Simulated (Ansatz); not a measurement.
GeTe:
```xyz
2
Lattice="2.0936 1.2088 3.6911 -2.0936 1.2088 3.6911 0.0000 -2.4175 3.6911" Properties=species:S:1:pos:R:3 pbc="T T T"
Ge     0.0000     0.0000     2.5649
Te     0.0000     0.0000     8.5085
```

Cartesian axes are those of the cell as given.

Task: Give the proper piezoelectric stress tensor with relaxed ions from DFT-r²SCAN in the program Ansatz with PAW potentials.

Result: In C/m², rows x, y, z, Voigt columns; mesh uncertainty up to 0.04.
```
 0.00   0.00   0.00   0.00  -1.96  -0.72
-0.72   0.72   0.00  -1.96   0.00   0.00
 0.24   0.24  -1.45   0.00   0.00   0.00
```

The elastic tensor of the same run (GPa):

|  | 1 | 2 | 3 | 4 | 5 | 6 |
|---|---|---|---|---|---|---|
| 1 | 92.4 | 20.3 | 18.5 | -16.8 | 0.0 | 0.0 |
| 2 | 20.3 | 92.4 | 18.5 | 16.8 | 0.0 | 0.0 |
| 3 | 18.5 | 18.5 | 32.1 | 0.0 | 0.0 | 0.0 |
| 4 | -16.8 | 16.8 | 0.0 | 26.7 | 0.0 | 0.0 |
| 5 | 0.0 | 0.0 | 0.0 | 0.0 | 26.7 | -16.8 |
| 6 | 0.0 | 0.0 | 0.0 | 0.0 | -16.8 | 36.0 |

Task: Convert to strain constants d = e·S.

Result: In pC/N:
```
   0.0     0.0     0.0     0.0  -122.0   -76.9
 -38.4    38.4     0.0  -122.0     0.0     0.0
  11.7    11.7   -58.8     0.0     0.0     0.0
```

Space group R3m. The r²SCAN relaxation kept the symmetry of its start; of distortions, only those at the zone centre were tested. Spin–orbit coupling is left out wherever it is not named.

Potentials: the later of the program's two PAW sets.
